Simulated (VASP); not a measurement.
# ZnSe (Stilleite) (F-43m) in VASP: notebook

Runs on ZnSe (Stilleite). Level: LDA. Tasks: dielectric tensor.

Program: VASP 6.6.1. These are calculated values, not measurements. Logs are shortened: lines on timing, memory, paths and dates and some standing lists are left out, and cuts for length are marked.

**1. Starting point**

The structure is cubic, space group F-43m (No. 216). Conventional cell: a = 5.668 Å, b = 5.668 Å, c = 5.668 Å, α = 90.00°, β = 90.00°, γ = 90.00°. Se (site symmetry -43m) is surrounded by 4 Zn at 2.45 Å. Zn (site symmetry -43m) has 4 Se at 2.45 Å as nearest neighbours.

**2. Dielectric tensor, LDA**

INCAR reads:

```
ALGO = Normal ; EDIFF = 1E-6
ENCUT = 350 ; GGA = CA
ISIF = 2 ; ISMEAR = 0
LASPH = True ; LCHARG = False
LEPSILON = True ; LREAL = False
LWAVE = False ; NELM = 100
PREC = Accurate ; SIGMA = 0.01
```

KPOINTS reads:

```
k-points
0
Gamma
  10 10 10
```

POSCAR reads:

```
ZnSe
1.0
    0.0000000000      2.8338000000      2.8338000000
    2.8338000000      0.0000000000      2.8338000000
    2.8338000000      2.8338000000      0.0000000000
Se Zn
1 1
Direct
    0.7500000000      0.7500000000      0.7500000000
    0.0000000000      0.0000000000      0.0000000000
```

Potentials or basis: VASP PAW LDA potentials, release 64 (Se, Zn).

Started as:

```bash
$ cat potpaw_LDA.64/Se/POTCAR potpaw_LDA.64/Zn/POTCAR > POTCAR
$ mpirun -np 1 vasp_std > vasp.out
```

OUTCAR:

```text
EDIFF = 1E-6
   ENCUT = 350
   GGA = CA
   ISIF = 2
   ISMEAR = 0
   LASPH = True
   LEPSILON = True
   LREAL = False
   NELM = 100
   PREC = Accurate

 Found     47 irreducible k-points:

 Following reciprocal coordinates:
            Coordinates               Weight
  0.000000  0.000000  0.000000      1.000000
  0.100000  0.000000  0.000000      8.000000
  0.200000  0.000000  0.000000      8.000000
  0.300000  0.000000  0.000000      8.000000
  0.400000  0.000000  0.000000      8.000000
  0.500000  0.000000  0.000000      4.000000
   k-points           NKPTS =     47   k-points in BZ     NKDIM =     47   number of bands    NBANDS=     13
   number of dos      NEDOS =    301   number of ions     NIONS =      2
   total plane-waves  NPLWV =  13824
   dimension x,y,z NGX =    24 NGY =   24 NGZ =   24
   dimension x,y,z NGXF=    48 NGYF=   48 NGZF=   48
   ions per type =               1   1
   NGX,Y,Z   is equivalent  to a cutoff of   9.96,  9.96,  9.96 a.u.
   NGXF,Y,Z  is equivalent  to a cutoff of  19.91, 19.91, 19.91 a.u.
 SYSTEM =  unknown system
   PREC   = accura    normal or accurate (medium, high low for compatibility)
   ISTART =      0    job   : 0-new  1-cont  2-samecut
   ICHARG =      2    charge: 1-file 2-atom 10-const
   ISPIN  =      1    spin polarized calculation?
   LNONCOLLINEAR =      F non collinear calculations
   LSORBIT =      F    spin-orbit coupling
   LASPH  =      T    aspherical Exc in radial PAW
   ENCUT  =  350.0 eV  25.72 Ry    5.07 a.u.   6.11  6.11  6.11*2*pi/ulx,y,z
   NELM   =    100;   NELMIN=  2; NELMDL= -5     # of ELM steps
   EDIFF  = 0.1E-05   stopping-criterion for ELM
   LREAL  =      F    real-space projection
   EDIFFG = 0.1E-04   stopping-criterion for IOM
   NSW    =      0    number of steps for IOM
   IBRION =     -1    ionic relax: 0-MD 1-quasi-New 2-CG
   NFREE  =      0    steps in history (QN), initial steepest desc. (CG)
   ISIF   =      2    stress and relaxation
   ISYM   =      2    0-nonsym 1-usesym 2-fastsym
   POTIM  = 0.5000    time-step for ionic-motion
   TEBEG  =    0.0;   TEEND  =   0.0 temperature during run
   PSTRESS=    0.0 pullay stress
   NELECT =      18.0000    total number of electrons
   NUPDOWN=      -1.0000    fix difference up-down
   EMIN   =  10.00;   EMAX   =-10.00  energy-range for DOS
   EFERMI =   0.00;   METHOD = LEGACY
   ISMEAR =     0;   SIGMA  =   0.01  broadening in eV -4-tet -1-fermi 0-gaus
   EFERMI_NEDOS =   21; number of points for ismear=-14 and -15
   IALGO  =     38    algorithm
   IMIX   =      4    mixing-type and parameters
     AMIX     =   0.40;   BMIX     =  1.00
     AMIX_MAG =   1.60;   BMIX_MAG =  1.00
  volume/ion in A,a.u.               =      22.76       153.57
  Fermi-wavevector in a.u.,A,eV,Ry     =   1.201673  2.270834 19.647073  1.444019
  Thomas-Fermi vector in A             =   2.337476
   LORBIT       =      0    0 simple, 1 ext, 2 COOP (PROOUT), +10 PAW based schemes
   GGA     = CA    functional components
   LHFCALC =     F    Hartree Fock is set to
   AEXX    =    0.0000 exact exchange contribution
   IVDW    =     0    specifies the selected vdW correction
   LEPSILON=     T    determine dielectric tensor
   LRPA    =     F    only Hartree local field effects (RPA)
 non-spin polarized calculation
 Gauss-broadening in eV      SIGMA  =   0.01
  energy-cutoff  :      350.00
  volume of cell :       45.51
 maximum number of plane-waves:       692
   NGX = 13   NGY = 13   NGZ = 13

--------------------------------------- Ionic step        1  -------------------------------------------

 number of electron      17.9999993 magnetization

 E-fermi :   1.5771     XC(G=0):  -9.6996

 val. band max:        1.5090594270   @ k =   0.0000   0.0000   0.0000
 cond. band min:       2.5744728038   @ k =   0.0000   0.0000   0.0000
 fundamental gap:      1.0654133767
 Fermi energy:         1.5770563450

 k-point     1 :       0.0000    0.0000    0.0000
  band No.  band energies     occupation
      1     -11.7833      2.00000
      2      -5.1531      2.00000
      3      -5.1531      2.00000
      4      -5.1531      2.00000
      5      -4.7927      2.00000
      6      -4.7927      2.00000
      7       1.5091      2.00000
      8       1.5091      2.00000
      9       1.5091      2.00000
     10       2.5745      0.00000
     11       7.2079      0.00000
     12       7.2079      0.00000
     13       7.2079      0.00000

 k-point     2 :       0.1000    0.0000    0.0000
  band No.  band energies     occupation
      1     -11.7178      2.00000
      2      -5.1497      2.00000
      3      -5.1432      2.00000
      4      -5.1432      2.00000
      5      -4.7939      2.00000
      6      -4.7939      2.00000
      7       0.4837      2.00000
      8       1.4071      2.00000
      9       1.4071      2.00000
     10       3.3932      0.00000
     11       7.1174      0.00000
     12       7.3795      0.00000
     13       7.3795      0.00000

 k-point     3 :       0.2000    0.0000    0.0000
  band No.  band energies     occupation
      1     -11.5374      2.00000
      2      -5.1240      2.00000
      3      -5.1178      2.00000
      4      -5.1178      2.00000
      5      -4.7943      2.00000
      6      -4.7943      2.00000
      7      -0.9297      2.00000
      8       1.1637      2.00000
      9       1.1637      2.00000
     10       4.0198      0.00000
     11       7.4475      0.00000
     12       7.7226      0.00000
     13       7.7226      0.00000

 k-point     4 :       0.3000    0.0000    0.0000
  band No.  band energies     occupation
      1     -11.2943      2.00000
      2      -5.0907      2.00000
      3      -5.0907      2.00000
      4      -5.0355      2.00000
      5      -4.7896      2.00000
      6      -4.7896      2.00000
      7      -2.2358      2.00000
      8       0.8981      2.00000
      9       0.8981      2.00000
     10       4.0557      0.00000
     11       7.8889      0.00000
     12       7.8889      0.00000
     13       8.5008      0.00000

 k-point     5 :       0.4000    0.0000    0.0000
  band No.  band energies     occupation
      1     -11.0774      2.00000
      2      -5.0732      2.00000
      3      -5.0732      2.00000
      4      -4.8350      2.00000
      5      -4.7800      2.00000
      6      -4.7800      2.00000
      7      -3.2789      2.00000
      8       0.7040      2.00000
      9       0.7040      2.00000
     10       3.9332      0.00000
     11       7.8392      0.00000
     12       7.8392      0.00000
     13       9.5449      0.00000

 k-point     6 :       0.5000    0.0000    0.0000
  band No.  band energies     occupation
      1     -10.9888      2.00000
      2      -5.0675      2.00000
      3      -5.0675      2.00000
      4      -4.7746      2.00000
      5      -4.7746      2.00000
      6      -4.6333      2.00000
      7      -3.7845      2.00000
      8       0.6337      2.00000
      9       0.6337      2.00000
     10       3.8771      0.00000
     11       7.7916      0.00000
     12       7.7916      0.00000
     13       9.8601      0.00000

 [... further k-points ...]

  FORCE on cell =-STRESS in cart. coord.  units (eV):
  Direction    XX          YY          ZZ          XY          YZ          ZX
  --------------------------------------------------------------------------------------
  -------------------------------------------------------------------------------------
  Total       -0.9503970     -0.9503970     -0.9503970     -0.0000000      0.0000000     -0.0000000
  in kB      -33.4563121    -33.4563121    -33.4563121     -0.0000000      0.0000000     -0.0000000
  external PRESSURE =     -33.4563121 kB  Pullay stress =       0.0000000 kB

 VOLUME and BASIS-vectors are now :
 -----------------------------------------------------------------------------
  energy-cutoff  :      350.00
  volume of cell :       45.51
      direct lattice vectors                 reciprocal lattice vectors
     0.000000000  2.833800000  2.833800000    -0.176441527  0.176441527  0.176441527
     2.833800000  0.000000000  2.833800000     0.176441527 -0.176441527  0.176441527
     2.833800000  2.833800000  0.000000000     0.176441527  0.176441527 -0.176441527

 POSITION                                       TOTAL-FORCE (eV/Angst)
 -----------------------------------------------------------------------------------
      4.25070      4.25070      4.25070         0.000000      0.000000      0.000000
      0.00000      0.00000      0.00000        -0.000000     -0.000000     -0.000000
 -----------------------------------------------------------------------------------
    total drift:                                0.000002      0.000002      0.000001

  FREE ENERGIE OF THE ION-ELECTRON SYSTEM (eV)
  ---------------------------------------------------
  free  energy   TOTEN  =        -7.3501541202 eV

  energy  without entropy=       -7.3501541202  energy(sigma->0) =       -7.35015412

 HEAD OF MICROSCOPIC STATIC DIELECTRIC TENSOR (INDEPENDENT PARTICLE, excluding Hartree and local field effects)
 ------------------------------------------------------
           8.551459    -0.000000    -0.000000
          -0.000000     8.551459     0.000000
          -0.000000     0.000000     8.551459
 ------------------------------------------------------

 Free energy of the ion-electron system (eV)
  ---------------------------------------------------
  ---------------------------------------------------
  free energy    TOTEN  =        -0.93217757 eV

  energy without entropy =       -0.93217757

------------------------ aborting loop because EDIFF is reached ----------------------------------------

--------------------------------------- Ionic step        2  -------------------------------------------

------------------------ aborting loop because EDIFF is reached ----------------------------------------

--------------------------------------- Ionic step        3  -------------------------------------------

 Free energy of the ion-electron system (eV)
  ---------------------------------------------------
  ---------------------------------------------------
  free energy    TOTEN  =        -0.93217736 eV

  energy without entropy =       -0.93217736

------------------------ aborting loop because EDIFF is reached ----------------------------------------

 PIEZOELECTRIC TENSOR FIELD DIRECTION 3  (e Angst)
 -----------------------------------------------------------------------------
    -0.00083  2.02482  0.00000           (  0.00000 -0.03118  0.00000)
     2.02482 -0.00083  0.00000           ( -0.03118  0.00000  0.00000)
     0.00000  0.00000 -0.00047           (  0.00000  0.00000 -0.00000)

 PIEZOELECTRIC TENSOR FIELD DIRECTION 3  (C/m^2)
 -----------------------------------------------------------------------------
    -0.00029  0.71279  0.00000
     0.71279 -0.00029  0.00000
     0.00000  0.00000 -0.00017

 MACROSCOPIC STATIC DIELECTRIC TENSOR (including local field effects in DFT)
 ------------------------------------------------------
           8.026677     0.000000     0.000000
          -0.000000     8.026677     0.000000
           0.000000    -0.000000     8.026677
 ------------------------------------------------------

 PIEZOELECTRIC TENSOR (including local field effects)  for field in x, y, z        (e  Angst)
          XX          YY          ZZ          XY          YZ          ZX
  --------------------------------------------------------------------------------
  x    -0.00000    -0.00000     0.00000     0.00000     2.03632     0.00000
  y     0.00000     0.00000    -0.00000     0.00000     0.00000     2.03632
  z     0.00000    -0.00000    -0.00000     2.03632     0.00000     0.00000

 PIEZOELECTRIC TENSOR (including local field effects)  for field in x, y, z        (C/m^2)
          XX          YY          ZZ          XY          YZ          ZX
  --------------------------------------------------------------------------------
  x    -0.00000    -0.00000     0.00000     0.00000     0.71683     0.00000
  y     0.00000     0.00000    -0.00000     0.00000     0.00000     0.71683
  z     0.00000    -0.00000    -0.00000     0.71683     0.00000     0.00000

 BORN EFFECTIVE CHARGES (including local field effects) (in |e|, cummulative output)
 ---------------------------------------------------------------------------------
 ion    1
    1    -2.06567     0.00000     0.00000
    2     0.00000    -2.06567    -0.00000
    3     0.00000     0.00000    -2.06567
 ion    2
    1     2.06567     0.00000     0.00000
    2     0.00000     2.06567     0.00000
    3    -0.00000     0.00000     2.06567
```

Wall time 90 s (1 thread of Intel Xeon Platinum 8488C (Sapphire Rapids), shared host); peak memory 0.26 GiB.

The run converged, but some of its settings lie outside the range that counts as converged, so its numbers aren't taken as properties of the crystal.

Results:

```
Band gap on the k mesh                  : 1.07 eV, direct
Electronic dielectric tensor (diagonal) : 8.03
Born charges (mean of the diagonal)     : Se -2.07; Zn +2.07 e
```

(Part 1 of 2 ends here.)
